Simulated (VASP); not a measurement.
# CuI (Marshite): input slips in a relaxation and what they do

Aim: see how common mistakes in a VASP relaxation show up, on CuI (Marshite). The starting structure is a measured crystal structure from the Crystallography Open Database.

Calculated with VASP 6.6.1; Kohn-Sham DFT with plane waves and PAW; PBEsol.

The database entry behind the starting cell differs from later determinations by our own check (about 0.15 % long (mineral sample)), so it need not match the best structure at ambient conditions.

## Step 1: The structure

The structure is cubic, space group F-43m (No. 216). The conventional cell has a = 6.063 Å, b = 6.063 Å, c = 6.063 Å, α = 90.00°, β = 90.00°, γ = 90.00°. Nearest to I lie 4 Cu at 2.63 Å. Nearest to Cu lie 4 I at 2.63 Å. Farther neighbours and most contacts between anions are not listed.

## Step 2: Reference relaxation

This run starts from the cell of an earlier relaxation, which isn't shown; the restart sets up the plane waves anew.

The input, INCAR:

```
SYSTEM = CuI
PREC = Accurate
ENCUT = 450
EDIFF = 1E-06
NELM = 100
ISMEAR = 0
SIGMA = 0.03
LREAL = .FALSE.
ALGO = Normal
GGA = PS
NBANDS = 15
LORBIT = 11
LWAVE = .FALSE.
LCHARG = .FALSE.
KPAR = 2
IBRION = 2
NSW = 50
ISIF = 3
EDIFFG = -0.01
```

The input, POSCAR:

```
CuI
1.0
    0.0000000000      2.9725512580      2.9725512580
    2.9725512580      0.0000000000      2.9725512580
    2.9725512580      2.9725512580      0.0000000000
I Cu
1 1
Direct
    0.0000000000      0.0000000000      0.0000000000
    0.7500000000      0.7500000000      0.7500000000
```

The input, KPOINTS:

```
Automatic mesh
0
Gamma
6 6 6
0 0 0
```

Potentials, in the order of the species: I and Cu (PBE family, release 64).

Started as:

```bash
$ mpirun -np 2 vasp_std
```

Log:

```text
[banner, memory and clock lines left out]
running    2 mpi-ranks, on    1 nodes
 distrk:  each k-point on    1 cores,    2 groups
 distr:  one band on    1 cores,    1 groups

 POSCAR found type information on POSCAR I Cu
 POSCAR found :  2 types and       2 ions
|                                                                             |
|               ----> ADVICE to this user running VASP <----                  |
|                                                                             |
|     You enforced a specific xc type in the INCAR file but a different       |
|     [... a line on the potential file left out ...]
|     I HOPE YOU KNOW WHAT YOU ARE DOING!                                     |
|                                                                             |

 LDA part: xc-table for (Slater+PW92), standard interpolation
 POSCAR, INCAR and KPOINTS ok, starting setup
 FFT: planning ... GRIDC
 FFT: planning ... GRID_SOFT
 FFT: planning ... GRID
 WAVECAR not read
 entering main loop
       N       E                     dE             d eps       ncg     rms          rms(c)
DAV:   1     0.932025558561E+02    0.93203E+02   -0.70706E+03   480   0.116E+03
DAV:   2    -0.230907690592E+00   -0.93433E+02   -0.85019E+02   480   0.231E+02
DAV:   3    -0.647486565867E+01   -0.62440E+01   -0.61502E+01   627   0.650E+01
DAV:   4    -0.664862288468E+01   -0.17376E+00   -0.17368E+00   579   0.101E+01
DAV:   5    -0.665708514169E+01   -0.84623E-02   -0.84620E-02   702   0.257E+00    0.624E+00
DAV:   6    -0.656284245362E+01    0.94243E-01   -0.44784E+00   515   0.592E+01    0.408E+00
DAV:   7    -0.631872029926E+01    0.24412E+00   -0.10351E+00   543   0.362E+01    0.176E+00
DAV:   8    -0.632025956512E+01   -0.15393E-02   -0.68410E-02   743   0.479E+00    0.637E-01
DAV:   9    -0.631574291440E+01    0.45167E-02   -0.15774E-02   616   0.369E+00    0.254E-01
DAV:  10    -0.631583216867E+01   -0.89254E-04   -0.69290E-04   599   0.206E-01    0.210E-01
DAV:  11    -0.631573459050E+01    0.97578E-04   -0.28056E-04   621   0.541E-01    0.445E-02
DAV:  12    -0.631573741728E+01   -0.28268E-05   -0.15827E-04   776   0.286E-01    0.486E-02
DAV:  13    -0.631573855929E+01   -0.11420E-05   -0.94978E-06   564   0.216E-02    0.441E-02
DAV:  14    -0.631573850090E+01    0.58381E-07   -0.87955E-07   478   0.124E-02
   1 F= -.63157385E+01 E0= -.63157385E+01  d E =-.631574E+01
[...]
2 F= -.63155793E+01 E0= -.63155793E+01  d E =0.159157E-03
[...]
3 F= -.63157035E+01 E0= -.63157035E+01  d E =0.349830E-04
[...]
4 F= -.63157278E+01 E0= -.63157278E+01  d E =0.106770E-04
[...]
5 F= -.63157339E+01 E0= -.63157339E+01  d E =0.463113E-05
 curvature:  -0.01 expect dE=-0.108E-05 dE for cont linesearch -0.108E-05
 ZBRENT: interpolating
 opt :   0.0122  next Energy=    -6.315739 (dE=-0.452E-06)
 bond charge predicted
       N       E                     dE             d eps       ncg     rms          rms(c)
DAV:   1    -0.631573668779E+01   -0.26771E-05   -0.84413E-06   480   0.668E-02    0.629E-03
DAV:   2    -0.631573639094E+01    0.29684E-06   -0.53059E-06   480   0.722E-02
   6 F= -.63157364E+01 E0= -.63157364E+01  d E =0.210996E-05
 curvature:  -0.00 expect dE=-0.552E-08 dE for cont linesearch -0.552E-08
 trial: gam=-0.14331 g(F)=  0.647E-46 g(S)=  0.222E-05 ort = 0.128E-04 (trialstep = 0.802E+00)
 search vector abs. value=  0.668E-07
 reached required accuracy - stopping structural energy minimisation
```

Run time: 38 s. Hardware: 2 MPI ranks of AMD EPYC 7R43, shared host; peak memory 0.27 GiB; 74 s of CPU time.

The logs omit lines about the potential files and the build; timing stands in the text.

Parts of OUTCAR (step 2):

```text
ion  position               nearest neighbor table
   1  0.000  0.000  0.000-   2 2.57   2 2.57   2 2.57   2 2.57
   2  0.750  0.750  0.750-   1 2.57   1 2.57   1 2.57   1 2.57

  LATTYP: Found a face centered cubic cell.
 ALAT       =     5.9451025160

 Subroutine GETGRP returns: Found 24 space group operations
 (whereof 24 operations were pure point group operations)

The static configuration has the point symmetry T_d .

 Found     16 irreducible k-points:

   k-points           NKPTS =     16   k-points in BZ     NKDIM =     16   number of bands    NBANDS=     15

   dimension x,y,z NGX =    30 NGY =   30 NGZ =   30
   dimension x,y,z NGXF=    60 NGYF=   60 NGZF=   60

   ENCUT  =  450.0 eV  33.07 Ry    5.75 a.u.   7.27  7.27  7.27*2*pi/ulx,y,z

   NELECT =      18.0000    total number of electrons

 k-points in reciprocal lattice and weights: Automatic mesh
   0.00000000  0.00000000  0.00000000       0.005
   0.16666667  0.00000000  0.00000000       0.037
   0.33333333  0.00000000  0.00000000       0.037
   0.50000000  0.00000000  0.00000000       0.019
   0.16666667  0.16666667  0.00000000       0.028
   0.33333333  0.16666667  0.00000000       0.111
   0.50000000  0.16666667  0.00000000       0.111
  -0.33333333  0.16666667  0.00000000       0.111
  -0.16666667  0.16666667  0.00000000       0.056
[...]
-0.33333333  0.33333333  0.16666667       0.111
  -0.33333333  0.50000000  0.16666667       0.056

 average (electrostatic) potential at core
       1 -91.7313       2 -65.3256

 E-fermi :   5.0964

 k-point     1 :       0.0000    0.0000    0.0000
  band No.  band energies     occupation
    ...
      5       2.8081      2.00000
      6       2.8081      2.00000
      7       4.9399      2.00000
      8       4.9399      2.00000
      9       4.9399      2.00000
     10       6.1266      0.00000
     11       9.7010      0.00000
     12       9.7010      0.00000
     13       9.7010      0.00000
     14      13.0578      0.00000
    ...

 k-point     2 :       0.1667    0.0000    0.0000
  band No.  band energies     occupation
    ...
      5       2.7975      2.00000
      6       2.7975      2.00000
      7       3.9416      2.00000
      8       4.7147      2.00000
      9       4.7147      2.00000
     10       7.0779      0.00000
     11       9.7635      0.00000
     12      10.0773      0.00000
     13      10.0773      0.00000
     14      13.6745      0.00000
    ...

 k-point     3 :       0.3333    0.0000    0.0000
  band No.  band energies     occupation
    ...
      5       2.8089      2.00000
      6       2.8089      2.00000
      7       3.1425      2.00000
      8       4.3175      2.00000
      9       4.3175      2.00000
     10       7.1730      0.00000
     11      10.3349      0.00000
     12      10.3349      0.00000
     13      11.4515      0.00000
     14      13.4833      0.00000
    ...

  Total        0.0055398      0.0055398      0.0055398      0.0000000      0.0000000      0.0000000
  in kB        0.1689553      0.1689553      0.1689553      0.0000000      0.0000000      0.0000000
  external PRESSURE =       0.1689553 kB  Pullay stress =       0.0000000 kB

  energy-cutoff  :      450.00
  volume of cell :       52.53
      direct lattice vectors                 reciprocal lattice vectors
    -0.000000000  2.972579296  2.972579296    -0.168204092  0.168204092  0.168204092
     2.972579296  0.000000000  2.972579296     0.168204092 -0.168204092  0.168204092
     2.972579296  2.972579296 -0.000000000     0.168204092  0.168204092 -0.168204092

 POSITION                                       TOTAL-FORCE (eV/Angst)
 -----------------------------------------------------------------------------------
      0.00000      0.00000      0.00000        -0.000000      0.000000      0.000000
      4.45887      4.45887      4.45887         0.000000      0.000000     -0.000000
 -----------------------------------------------------------------------------------
    total drift:                               -0.000001     -0.000001     -0.000001

  FREE ENERGIE OF THE ION-ELECTRON SYSTEM (eV)
  ---------------------------------------------------
  free  energy   TOTEN  =        -6.3157363909 eV

  energy  without entropy=       -6.3157363909  energy(sigma->0) =       -6.31573639

 reached required accuracy - stopping structural energy minimisation

 total charge
# of ion       s       p       d       tot
------------------------------------------
    1        1.489   2.759   0.063   4.310
    2        0.351   0.301   9.323   9.974
--------------------------------------------------
tot          1.840   3.059   9.386  14.284

[... 3 further parts left out ...]
```

CONTCAR:

```
CuI
   1.00000000000000
    -0.0000000000000000    2.9725792964413409    2.9725792964413409
     2.9725792964413409    0.0000000000000000    2.9725792964413409
     2.9725792964413409    2.9725792964413409   -0.0000000000000000
  I               Cu
     1     1
Direct
     0.0000000000000000    0.0000000000000000    0.0000000000000000
     0.7500000000000000    0.7500000000000000    0.7500000000000000
```

The PAW data sets were made with PBE, which is usual practice but a small mismatch for other functionals. The run keeps the 24 symmetry operations of its start, so it cannot find a distortion of lower symmetry.

The reference relaxation ends at 26.266 Å³ an atom.

## Step 3: Relaxation with a smearing far too wide

A slip made on purpose: a smearing far too wide. Against step 2 the input has SIGMA = 2 (also changed: NELM).

INCAR: that of step 2 with these lines changed.

```diff
@@ -4,5 +4,5 @@
 EDIFF = 1E-06
-NELM = 100
+NELM = 60
 ISMEAR = 0
-SIGMA = 0.03
+SIGMA = 2
 LREAL = .FALSE.
```

The input, POSCAR:

```
CuI
1.0
    0.0000000000      3.0315000000      3.0315000000
    3.0315000000      0.0000000000      3.0315000000
    3.0315000000      3.0315000000      0.0000000000
I Cu
1 1
Direct
    0.0000000000      0.0000000000      0.0000000000
    0.7500000000      0.7500000000      0.7500000000
```

KPOINTS is that of step 2.

Started as:

```bash
$ mpirun -np 2 vasp_std
```

Log:

```text
[banner, memory and clock lines left out]
running    2 mpi-ranks, on    1 nodes
[...]
[... a notice as in an earlier step ...]

 LDA part: xc-table for (Slater+PW92), standard interpolation
 POSCAR, INCAR and KPOINTS ok, starting setup
[...]
entering main loop
       N       E                     dE             d eps       ncg     rms          rms(c)
DAV:   1     0.850458844718E+02    0.85046E+02   -0.68475E+03   480   0.112E+03
DAV:   2    -0.197126134268E+01   -0.87017E+02   -0.80088E+02   501   0.217E+02
DAV:   3    -0.717364361615E+01   -0.52024E+01   -0.50886E+01   655   0.583E+01
DAV:   4    -0.731409756029E+01   -0.14045E+00   -0.14039E+00   572   0.935E+00
[...]
DAV:  13    -0.662518222533E+01   -0.18568E-04   -0.19204E-04   522   0.809E-02    0.558E-02
DAV:  14    -0.662518066718E+01    0.15581E-05   -0.53490E-06   655   0.590E-02    0.906E-03
DAV:  15    -0.662518054280E+01    0.12438E-06   -0.93263E-07   415   0.158E-02
   1 F= -.66251805E+01 E0= -.59752259E+01  d E =-.662518E+01
[...]
DAV:   8    -0.662598679903E+01   -0.50579E-07   -0.20542E-06   443   0.112E-02
   2 F= -.66259868E+01 E0= -.59844089E+01  d E =-.806256E-03
 trial-energy change:   -0.000806  1 .order   -0.000728   -0.000967   -0.000490
 step:   1.4284(harm=  2.0266)  dis= 0.00000  next Energy=    -6.626098 (dE=-0.917E-03)
[...]
N       E                     dE             d eps       ncg     rms          rms(c)
DAV:   1    -0.663005840683E+01   -0.40717E-02   -0.52807E-02   480   0.539E+00    0.560E-01
DAV:   2    -0.662982171699E+01    0.23669E-03   -0.44673E-02   480   0.656E+00    0.462E-01
DAV:   3    -0.662620224783E+01    0.36195E-02   -0.13225E-02   487   0.388E+00    0.102E-01
DAV:   4    -0.662608852445E+01    0.11372E-03   -0.55000E-04   494   0.181E-01    0.344E-02
DAV:   5    -0.662608115611E+01    0.73683E-05   -0.18568E-05   707   0.788E-02    0.319E-02
DAV:   6    -0.662607852064E+01    0.26355E-05   -0.22893E-06   497   0.151E-02    0.170E-02
DAV:   7    -0.662607731089E+01    0.12097E-05   -0.16228E-06   321   0.433E-02    0.120E-03
DAV:   8    -0.662607734599E+01   -0.35105E-07   -0.82663E-07   255   0.712E-03
   3 F= -.66260773E+01 E0= -.59881683E+01  d E =-.896803E-03
[...]
reached required accuracy - stopping structural energy minimisation
```

Elapsed: 28 s, on 2 MPI ranks; peak memory 0.29 GiB; 54 s of CPU time.

From OUTCAR (step 3):

```text
  Total       -0.0066175     -0.0066175     -0.0066175     -0.0000000     -0.0000000      0.0000000
  in kB       -0.1925754     -0.1925754     -0.1925754     -0.0000000     -0.0000000      0.0000000
  external PRESSURE =      -0.1925754 kB  Pullay stress =       0.0000000 kB

 POSITION                                       TOTAL-FORCE (eV/Angst)
 -----------------------------------------------------------------------------------
      0.00000      0.00000      0.00000         0.000000      0.000000     -0.000000
      4.52914      4.52914      4.52914        -0.000000     -0.000000      0.000000
 -----------------------------------------------------------------------------------
    total drift:                               -0.000001     -0.000001     -0.000001

  FREE ENERGIE OF THE ION-ELECTRON SYSTEM (eV)
  ---------------------------------------------------
  free  energy   TOTEN  =        -6.6260773460 eV

  energy  without entropy=       -5.3502592823  energy(sigma->0) =       -5.98816831

[... 2 parts as in an earlier step ...]

[... 2 further parts left out ...]
[key lines of the parts left out:]
E-fermi :   5.5004
```

With a smearing far too wide the cell ends at 27.528 Å³ an atom, +4.80 % from the reference.

## Step 4: Relaxation with too few electronic steps

A slip made on purpose: too few electronic steps. Against step 2 the input has NELM = 4 (also changed: NSW).

INCAR: that of step 3 with these lines changed.

```diff
@@ -4,5 +4,5 @@
 EDIFF = 1E-06
-NELM = 60
+NELM = 4
 ISMEAR = 0
-SIGMA = 2
+SIGMA = 0.03
 LREAL = .FALSE.
@@ -16,3 +16,3 @@
 IBRION = 2
-NSW = 50
+NSW = 30
 ISIF = 3
```

POSCAR is that of step 3.

KPOINTS is that of step 3.

Started as:

```bash
$ mpirun -np 2 vasp_std
```

Log:

```text
[... set-up lines as in an earlier step ...]
 entering main loop
       N       E                     dE             d eps       ncg     rms          rms(c)
DAV:   1     0.864402619495E+02    0.86440E+02   -0.68475E+03   480   0.112E+03
DAV:   2    -0.132017064232E+01   -0.87760E+02   -0.80330E+02   501   0.217E+02
DAV:   3    -0.643941485851E+01   -0.51192E+01   -0.50420E+01   655   0.585E+01
DAV:   4    -0.657983880563E+01   -0.14042E+00   -0.14037E+00   572   0.938E+00
 -----------------------------------------------------------------------------
|                                                                             |
|           W    W    AA    RRRRR   N    N  II  N    N   GGGG   !!!           |
|           W    W   A  A   R    R  NN   N  II  NN   N  G    G  !!!           |
|           W    W  A    A  R    R  N N  N  II  N N  N  G       !!!           |
|           W WW W  AAAAAA  RRRRR   N  N N  II  N  N N  G  GGG   !            |
|           WW  WW  A    A  R   R   N   NN  II  N   NN  G    G                |
|           W    W  A    A  R    R  N    N  II  N    N   GGGG   !!!           |
[...]
|     E        R   R    R   R    O     O  R   R                               |
|     E        R    R   R    R   O     O  R    R      ###     ###     ###     |
|     EEEEEEE  R     R  R     R  OOOOOOO  R     R     ###     ###     ###     |
|                                                                             |
|     Orbital orthonormalization failed in the inversion of matrix            |
|     LAPACK: Routine ZPOTRF failed! kpoint: 1 spin: 1                        |
|                                                                             |
|     Possible solutions for this issue are:                                  |
|     - Please check whether the atoms are too close to each other.           |
|     - Decreasing POTIM might help during relaxations or MDs.                |
|     - Deleting CHGCAR or WAVECAR if incompatible with the structure.        |
|     - Try calculating without symmetrizing (ISYM = 0 or ISYM = -1).         |
|     - As last resort: using a different PAW for some of the atoms.          |
|                                                                             |
|       ---->  I REFUSE TO CONTINUE WITH THIS SICK JOB ... BYE!!! <----       |
|                                                                             |
 -----------------------------------------------------------------------------

1
1
```

It took 7 s on 2 MPI ranks.

VASP stopped with this message: “Orbital orthonormalization failed in the inversion of matrix LAPACK: Routine ZPOTRF failed! kpoint: 1 spin: 1”.

[end of part 1 of 2]

[Lines on the potential files, build, host, timing and source positions are cut from VASP's logs without a mark.]

[Logs are printed without paths, hosts, clocks, repeated set-up lines and the standing remarks that a program may print on its own settings, such as how far it seeks lower states.]

[Hosts, paths, dates, database ids (printed as entryN), source tags and the programs' standing remarks are cut or masked in the printed files.]
